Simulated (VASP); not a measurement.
# Ag (Fm-3m) in VASP: a series of runs, part 2 of 4

VASP 6.6.1. The steps go on from the part before.

### 3 Band structure, RPBE

This run uses another cell than the first one, of 18.68 Å³/atom, 1.088 times its volume.

INCAR

```
SYSTEM = Ag
ALGO = Normal
EDIFF = 1E-6
ENCUT = 520
GGA = RP
ICORELEVEL = 1
ISIF = 2
ISMEAR = 1
LASPH = .TRUE.
LCHARG = .FALSE.
LMAXMIX = 4
LREAL = .FALSE.
LWAVE = .FALSE.
NBANDS = 12
NELM = 80
PREC = Accurate
SIGMA = 0.1
```

KPOINTS

```
k-points
0
G
  16 16 16
  0 0 0
```

POSCAR

```
Ag                                      
1.0
   -0.0000000000      2.1060543890      2.1060543890
    2.1060543890      0.0000000000      2.1060543890
    2.1060543890      2.1060543890      0.0000000000
  Ag            
     1
Direct
     1.0000000000000000    0.0000000000000000    0.0000000000000000
```

KPOINTS_OPT

```
explicit points
106
Reciprocal
 0.0000000000  0.0000000000  0.0000000000 1
 0.0555555556  0.0000000000  0.0555555556 1
 0.1111111111  0.0000000000  0.1111111111 1
 0.1666666667  0.0000000000  0.1666666667 1
 0.2222222222  0.0000000000  0.2222222222 1
 0.2777777778  0.0000000000  0.2777777778 1
 0.3333333333  0.0000000000  0.3333333333 1
 0.3888888889  0.0000000000  0.3888888889 1
 0.4444444444  0.0000000000  0.4444444444 1
 0.5000000000  0.0000000000  0.5000000000 1
 0.5000000000  0.0000000000  0.5000000000 1
 0.5000000000  0.0277777778  0.5277777778 1
 0.5000000000  0.0555555556  0.5555555556 1
 0.5000000000  0.0833333333  0.5833333333 1
 0.5000000000  0.1111111111  0.6111111111 1
 0.5000000000  0.1388888889  0.6388888889 1
 0.5000000000  0.1666666667  0.6666666667 1
 0.5000000000  0.1944444444  0.6944444444 1
 0.5000000000  0.2222222222  0.7222222222 1
 0.5000000000  0.2500000000  0.7500000000 1
 0.5000000000  0.2500000000  0.7500000000 1
 0.4861111111  0.2638888889  0.7500000000 1
 0.4722222222  0.2777777778  0.7500000000 1
 0.4583333333  0.2916666667  0.7500000000 1
 0.4444444444  0.3055555556  0.7500000000 1
 0.4305555556  0.3194444444  0.7500000000 1
 0.4166666667  0.3333333333  0.7500000000 1
 0.4027777778  0.3472222222  0.7500000000 1
 0.3888888889  0.3611111111  0.7500000000 1
 0.3750000000  0.3750000000  0.7500000000 1
 0.3750000000  0.3750000000  0.7500000000 1
 0.3333333333  0.3333333333  0.6666666667 1
 0.2916666667  0.2916666667  0.5833333333 1
 0.2500000000  0.2500000000  0.5000000000 1
 0.2083333333  0.2083333333  0.4166666667 1
 0.1666666667  0.1666666667  0.3333333333 1
 0.1250000000  0.1250000000  0.2500000000 1
 0.0833333333  0.0833333333  0.1666666667 1
 0.0416666667  0.0416666667  0.0833333333 1
 0.0000000000  0.0000000000  0.0000000000 1
 0.0000000000  0.0000000000  0.0000000000 1
 0.0555555556  0.0555555556  0.0555555556 1
 0.1111111111  0.1111111111  0.1111111111 1
 0.1666666667  0.1666666667  0.1666666667 1
 0.2222222222  0.2222222222  0.2222222222 1
 0.2777777778  0.2777777778  0.2777777778 1
 0.3333333333  0.3333333333  0.3333333333 1
 0.3888888889  0.3888888889  0.3888888889 1
 0.4444444444  0.4444444444  0.4444444444 1
 0.5000000000  0.5000000000  0.5000000000 1
 0.5000000000  0.5000000000  0.5000000000 1
 0.5138888889  0.4722222222  0.5138888889 1
 0.5277777778  0.4444444444  0.5277777778 1
 0.5416666667  0.4166666667  0.5416666667 1
 0.5555555556  0.3888888889  0.5555555556 1
 0.5694444444  0.3611111111  0.5694444444 1
 0.5833333333  0.3333333333  0.5833333333 1
 0.5972222222  0.3055555556  0.5972222222 1
 0.6111111111  0.2777777778  0.6111111111 1
 0.6250000000  0.2500000000  0.6250000000 1
 0.6250000000  0.2500000000  0.6250000000 1
 0.6111111111  0.2500000000  0.6388888889 1
 0.5972222222  0.2500000000  0.6527777778 1
 0.5833333333  0.2500000000  0.6666666667 1
 0.5694444444  0.2500000000  0.6805555556 1
 0.5555555556  0.2500000000  0.6944444444 1
 0.5416666667  0.2500000000  0.7083333333 1
 0.5277777778  0.2500000000  0.7222222222 1
 0.5138888889  0.2500000000  0.7361111111 1
 0.5000000000  0.2500000000  0.7500000000 1
 0.5000000000  0.2500000000  0.7500000000 1
 0.5000000000  0.2777777778  0.7222222222 1
 0.5000000000  0.3055555556  0.6944444444 1
 0.5000000000  0.3333333333  0.6666666667 1
 0.5000000000  0.3611111111  0.6388888889 1
 0.5000000000  0.3888888889  0.6111111111 1
 0.5000000000  0.4166666667  0.5833333333 1
 0.5000000000  0.4444444444  0.5555555556 1
 0.5000000000  0.4722222222  0.5277777778 1
 0.5000000000  0.5000000000  0.5000000000 1
 0.5000000000  0.5000000000  0.5000000000 1
 0.4861111111  0.4861111111  0.5277777778 1
 0.4722222222  0.4722222222  0.5555555556 1
 0.4583333333  0.4583333333  0.5833333333 1
 0.4444444444  0.4444444444  0.6111111111 1
 0.4305555556  0.4305555556  0.6388888889 1
 0.4166666667  0.4166666667  0.6666666667 1
 0.4027777778  0.4027777778  0.6944444444 1
 0.3888888889  0.3888888889  0.7222222222 1
 0.3750000000  0.3750000000  0.7500000000 1
 0.6250000000  0.2500000000  0.6250000000 1
 0.6111111111  0.2222222222  0.6111111111 1
 0.5972222222  0.1944444444  0.5972222222 1
 0.5833333333  0.1666666667  0.5833333333 1
 0.5694444444  0.1388888889  0.5694444444 1
 0.5555555556  0.1111111111  0.5555555556 1
 0.5416666667  0.0833333333  0.5416666667 1
 0.5277777778  0.0555555556  0.5277777778 1
 0.5138888889  0.0277777778  0.5138888889 1
 0.5000000000  0.0000000000  0.5000000000 1
 0.0000000000  0.0000000000  0.0000000000 1
 0.3750000000  0.3750000000  0.7500000000 1
 0.5000000000  0.5000000000  0.5000000000 1
 0.6250000000  0.2500000000  0.6250000000 1
 0.5000000000  0.2500000000  0.7500000000 1
 0.5000000000  0.0000000000  0.5000000000 1
```

Potentials or basis: VASP PAW PBE potentials, release 64 (Ag).

On the command line:

```sh
> cat potpaw_PBE.64/Ag/POTCAR > POTCAR
> mpirun -np 1 vasp_std > vasp.out
```

OUTCAR:

```text
SYSTEM = Ag
   EDIFF = 1E-6
   ENCUT = 520
   GGA = RP
   ISIF = 2
   ISMEAR = 1
   LASPH = .TRUE.
   LREAL = .FALSE.
   NELM = 80
   PREC = Accurate

 ion  position               nearest neighbor table
   1  0.000  0.000  0.000-

  LATTYP: Found a face centered cubic cell.
 ALAT       =     4.2121087780

  Lattice vectors:

 A1 = (   0.0000000000,   2.1060543890,   2.1060543890)
[... 474 lines left out ...]
  band No.  band energies     occupation
      1       1.6944      2.00000
      2       2.9333      2.00000

------------------------ aborting loop because EDIFF is reached ----------------------------------------

  FORCE on cell =-STRESS in cart. coord.  units (eV):
  Direction    XX          YY          ZZ          XY          YZ          ZX
  --------------------------------------------------------------------------------------
  -------------------------------------------------------------------------------------
  Total        0.0005517      0.0005517      0.0005517     -0.0000000     -0.0000000      0.0000000
  in kB        0.0473131      0.0473131      0.0473131     -0.0000000     -0.0000000      0.0000000
  external PRESSURE =       0.0473131 kB  Pullay stress =       0.0000000 kB

 VOLUME and BASIS-vectors are now :
 -----------------------------------------------------------------------------
  energy-cutoff  :      520.00
  volume of cell :       18.68
      direct lattice vectors                 reciprocal lattice vectors
     0.000000000  2.106054389  2.106054389    -0.237410773  0.237410773  0.237410773
     2.106054389  0.000000000  2.106054389     0.237410773 -0.237410773  0.237410773
     2.106054389  2.106054389  0.000000000     0.237410773  0.237410773 -0.237410773

 POSITION                                       TOTAL-FORCE (eV/Angst)
 -----------------------------------------------------------------------------------
      0.00000      0.00000      0.00000         0.000000     -0.000000     -0.000000
 -----------------------------------------------------------------------------------
    total drift:                                0.000000      0.000000     -0.000000

  FREE ENERGIE OF THE ION-ELECTRON SYSTEM (eV)
  ---------------------------------------------------
  free  energy   TOTEN  =        -2.2016985190 eV

  energy  without entropy=       -2.2015955010  energy(sigma->0) =       -2.20166418
```

It took 11 s on 1 thread of Intel Xeon 6975P-C (Granite Rapids), shared host; peak memory 0.17 GiB.

What came out:

```yaml
Free_energy: -2.2017 eV
Pressure: 0.0 GPa
Band_gap_along_the_path: none (metal or under the smearing width)
```

Levels at the corners of the path, in eV from the Fermi level:
| point | band 1 | band 2 | band 3 | band 4 | band 5 | band 6 | band 7 | band 8 | band 9 | band 10 |
| --- | --- | --- | --- | --- | --- | --- | --- | --- | --- | --- |
| Γ | -7.07 | -4.49 | -4.49 | -4.49 | -3.62 | -3.62 | 15.80 | 18.89 | 18.89 | 18.89 |
| X | -5.87 | -5.76 | -2.98 | -2.77 | -2.77 | 1.74 | 6.11 | 10.27 | 10.27 | 16.12 |
| X | -5.87 | -5.76 | -2.98 | -2.77 | -2.77 | 1.74 | 6.11 | 10.27 | 10.27 | 16.12 |
| W | -5.22 | -4.70 | -4.70 | -3.60 | -2.77 | 5.67 | 5.67 | 6.45 | 7.72 | 21.86 |
| W | -5.22 | -4.70 | -4.70 | -3.60 | -2.77 | 5.67 | 5.67 | 6.45 | 7.72 | 21.86 |
| K | -5.51 | -5.13 | -3.85 | -3.43 | -3.01 | 4.11 | 4.96 | 6.60 | 12.17 | 15.95 |
| K | -5.51 | -5.13 | -3.85 | -3.43 | -3.01 | 4.11 | 4.96 | 6.60 | 12.17 | 15.95 |
| Γ | -7.07 | -4.49 | -4.49 | -4.49 | -3.62 | -3.62 | 15.80 | 18.89 | 18.89 | 18.89 |
| Γ | -7.07 | -4.49 | -4.49 | -4.49 | -3.62 | -3.62 | 15.80 | 18.89 | 18.89 | 18.89 |
| L | -5.84 | -4.51 | -4.51 | -2.95 | -2.95 | -0.11 | 3.17 | 15.02 | 17.01 | 17.01 |
| L | -5.84 | -4.51 | -4.51 | -2.95 | -2.95 | -0.11 | 3.17 | 15.02 | 17.01 | 17.01 |
| U | -5.51 | -5.13 | -3.85 | -3.43 | -3.01 | 4.11 | 4.96 | 6.60 | 12.17 | 15.95 |
| U | -5.51 | -5.13 | -3.85 | -3.43 | -3.01 | 4.11 | 4.96 | 6.60 | 12.17 | 15.95 |
| W | -5.22 | -4.70 | -4.70 | -3.60 | -2.77 | 5.67 | 5.67 | 6.45 | 7.72 | 21.86 |
| W | -5.22 | -4.70 | -4.70 | -3.60 | -2.77 | 5.67 | 5.67 | 6.45 | 7.72 | 21.86 |
| L | -5.84 | -4.51 | -4.51 | -2.95 | -2.95 | -0.11 | 3.17 | 15.02 | 17.01 | 17.01 |
| L | -5.84 | -4.51 | -4.51 | -2.95 | -2.95 | -0.11 | 3.17 | 15.02 | 17.01 | 17.01 |
| K | -5.51 | -5.13 | -3.85 | -3.43 | -3.01 | 4.11 | 4.96 | 6.60 | 12.17 | 15.95 |
| U | -5.51 | -5.13 | -3.85 | -3.43 | -3.01 | 4.11 | 4.96 | 6.60 | 12.17 | 15.95 |
| X | -5.87 | -5.76 | -2.98 | -2.77 | -2.77 | 1.74 | 6.11 | 10.27 | 10.27 | 16.12 |

Core levels (eV, on the scale of the bands):
| atom | levels |
| --- | --- |
| 1 Ag | 1s -25314.6, 2s -3718.3, 2p -3333.8, 3s -673.2, 3p -547.0, 3d -348.1, 4s -84.5, 4p -47.9 |

Caveat: the PAW data sets were made with another functional, which shifts forces and pressure a little.

### 4 Band structure, PBEsol

This run uses another cell than the first one, of 16.63 Å³/atom, 0.968 times its volume.

INCAR

```
PREC = Accurate
ENCUT = 520
EDIFF = 1E-6
ISMEAR = 1
SIGMA = 0.1
LREAL = F
LASPH = T
NELM = 80
ALGO = Normal
ISIF = 2
LWAVE = F
LCHARG = F
LMAXMIX = 4
GGA = PS
NBANDS = 12
ICORELEVEL = 1
```

KPOINTS

```
Automatic mesh
0
Gamma
  16 16 16
```

POSCAR

```
Ag                                      
1.0
    0.0000000000      2.0257627205      2.0257627205
    2.0257627205      0.0000000000      2.0257627205
    2.0257627205      2.0257627205      0.0000000000
  Ag            
     1
Direct
     0.0000000000000000    0.0000000000000000    0.0000000000000000
```

KPOINTS_OPT

```
explicit points
156
Reciprocal
 0.0000000000  0.0000000000  0.0000000000 1
 0.0357142857  0.0000000000  0.0357142857 1
 0.0714285714  0.0000000000  0.0714285714 1
 0.1071428571  0.0000000000  0.1071428571 1
 0.1428571429  0.0000000000  0.1428571429 1
 0.1785714286  0.0000000000  0.1785714286 1
[... 148 lines left out ...]
 0.5000000000  0.2500000000  0.7500000000 1
 0.5000000000  0.0000000000  0.5000000000 1
```

On the command line:

```sh
> cat potpaw_PBE.64/Ag/POTCAR > POTCAR
> mpirun -np 1 vasp_std > vasp.out
```

Run time: 19 s. Hardware: 1 thread of Intel Xeon Platinum 8488C (Sapphire Rapids), shared host; peak memory 0.17 GiB.

The run converged. Its results:

```
Free energy             : -3.3102 eV
Pressure                : 0.0 GPa
Band gap along the path : none (metal or under the smearing width)
```

Levels at the corners of the path, in eV from the Fermi level:
| point | band 1 | band 2 | band 3 | band 4 | band 5 | band 6 | band 7 | band 8 | band 9 | band 10 |
| --- | --- | --- | --- | --- | --- | --- | --- | --- | --- | --- |
| Γ | -7.95 | -4.80 | -4.80 | -4.80 | -3.70 | -3.70 | 16.10 | 19.82 | 19.82 | 19.82 |
| X | -6.53 | -6.38 | -2.90 | -2.65 | -2.65 | 1.58 | 6.98 | 10.79 | 10.79 | 17.53 |
| X | -6.53 | -6.38 | -2.90 | -2.65 | -2.65 | 1.58 | 6.98 | 10.79 | 10.79 | 17.53 |
| W | -5.74 | -5.10 | -5.10 | -3.70 | -2.65 | 6.08 | 6.08 | 7.18 | 8.38 | 23.05 |
| W | -5.74 | -5.10 | -5.10 | -3.70 | -2.65 | 6.08 | 6.08 | 7.18 | 8.38 | 23.05 |
| K | -6.07 | -5.63 | -4.06 | -3.48 | -2.95 | 4.39 | 5.37 | 7.35 | 12.97 | 17.12 |
| K | -6.07 | -5.63 | -4.06 | -3.48 | -2.95 | 4.39 | 5.37 | 7.35 | 12.97 | 17.12 |
| Γ | -7.95 | -4.80 | -4.80 | -4.80 | -3.70 | -3.70 | 16.10 | 19.82 | 19.82 | 19.82 |
| Γ | -7.95 | -4.80 | -4.80 | -4.80 | -3.70 | -3.70 | 16.10 | 19.82 | 19.82 | 19.82 |
| L | -6.49 | -4.82 | -4.82 | -2.87 | -2.87 | -0.46 | 3.79 | 15.34 | 18.14 | 18.14 |
| L | -6.49 | -4.82 | -4.82 | -2.87 | -2.87 | -0.46 | 3.79 | 15.34 | 18.14 | 18.14 |
| U | -6.07 | -5.63 | -4.06 | -3.48 | -2.95 | 4.39 | 5.37 | 7.35 | 12.97 | 17.12 |
| U | -6.07 | -5.63 | -4.06 | -3.48 | -2.95 | 4.39 | 5.37 | 7.35 | 12.97 | 17.12 |
| W | -5.74 | -5.10 | -5.10 | -3.70 | -2.65 | 6.08 | 6.08 | 7.18 | 8.38 | 23.05 |
| W | -5.74 | -5.10 | -5.10 | -3.70 | -2.65 | 6.08 | 6.08 | 7.18 | 8.38 | 23.05 |
| L | -6.49 | -4.82 | -4.82 | -2.87 | -2.87 | -0.46 | 3.79 | 15.34 | 18.14 | 18.14 |
| L | -6.49 | -4.82 | -4.82 | -2.87 | -2.87 | -0.46 | 3.79 | 15.34 | 18.14 | 18.14 |
| K | -6.07 | -5.63 | -4.06 | -3.48 | -2.95 | 4.39 | 5.37 | 7.35 | 12.97 | 17.12 |
| U | -6.07 | -5.63 | -4.06 | -3.48 | -2.95 | 4.39 | 5.37 | 7.35 | 12.97 | 17.12 |
| X | -6.53 | -6.38 | -2.90 | -2.65 | -2.65 | 1.58 | 6.98 | 10.79 | 10.79 | 17.53 |

Core levels (eV, on the scale of the bands):
```csv
atom,levels
1 Ag,"1s -25314.0, 2s -3717.6, 2p -3333.1, 3s -672.5, 3p -546.2, 3d -347.3, 4s -83.6, 4p -47.0"
```

Caveat: the PAW data sets were made with another functional, which shifts forces and pressure a little.

[end of part 2 of 4]
